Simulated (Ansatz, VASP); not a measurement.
One calculation of F, two programs

File INCAR:

```
SYSTEM = F
ALGO = Normal
EDIFF = 1E-6
ENCUT = 520
GGA = PS
ISIF = 2
ISMEAR = 0
LASPH = .TRUE.
LCHARG = .FALSE.
LREAL = .FALSE.
LWAVE = .FALSE.
NBANDS = 22
NELM = 60
PREC = Accurate
SIGMA = 0.05
```

KPOINTS

```
k-points
0
G
  4 4 2
  0 0 0
```

POSCAR

```
F
1.0
    3.2015669656     -1.7535978857     -0.2469324638
    3.2015669656      1.7535978857     -0.2469324638
   -2.4332103348      0.0000000000      7.0333986856
F
4
Direct
    0.0848459664      0.0848459664      0.0940038325
    0.9151540336      0.9151540336      0.9059961675
    0.5015719855      0.5015719855      0.5937195244
    0.4984280145      0.4984280145      0.4062804756
```

Input for Ansatz:

```yaml
crystal:
  lattice:
    - [3.2015669656, -1.7535978857, -0.2469324638]
    - [3.2015669656, 1.7535978857, -0.2469324638]
    - [-2.4332103348, 0.0, 7.0333986856]
  atoms:
    - { symbol: F, position: [0.0848459664, 0.0848459664, 0.0940038325] }
    - { symbol: F, position: [0.9151540336, 0.9151540336, 0.9059961675] }
    - { symbol: F, position: [0.5015719855, 0.5015719855, 0.5937195244] }
    - { symbol: F, position: [0.4984280145, 0.4984280145, 0.4062804756] }
basis:
  ecutwfc: 520.0
kpoints:
  mp_grid: { grid: [4, 4, 2] }
hamiltonian:
  xc: pbesol
scf:
  occupations: { method: gaussian, width: 0.05 }
output:
  forces: true
  stress: true
  eigenvalues: true
```

Change from the starting cell: volume 19.217 Å^3 an atom, stretch along a over the lengths across it, relative to the relaxed cell 1.0493.

Alike in both runs: task single point; functional PBEsol; k mesh 4 × 4 × 2; occupations gaussian, width 0.05 eV; no spin polarisation.

```csv
,VASP,Ansatz
version,VASP 6.6.1,Ansatz 0.2.0
potentials or method,"VASP PAW PBE potentials, release 64 (F)","scalar-relativistic, plane waves, PAW"
plane-wave cutoff (eV),520,520
valence electrons in the cell,28,28
```

|  | VASP | Ansatz | Ansatz less VASP |
| --- | --- | --- | --- |
| gap on the k mesh at the Fermi level (eV) | 3.18 | 3.27 | +0.083 |
| least direct gap on the mesh (eV) | 3.28 | 3.36 | +0.083 |
| pressure (GPa) | 1.4 | 1.0 | -0.40 |
| largest component of the traceless stress (GPa) | 2.91 | 1.50 | -1.417 |
| rms of the force components (eV/Å) | 0.549 | 0.284 | -0.2656 |

Atom by atom the forces differ by 0.266 eV/Å (rms over components).

Caveats: the k mesh is coarse (spacing up to 0.52 Å⁻¹), so the values aren't converged; the PAW data sets were made with another functional, which shifts forces and pressure a little (VASP). A k mesh can miss the band edges.
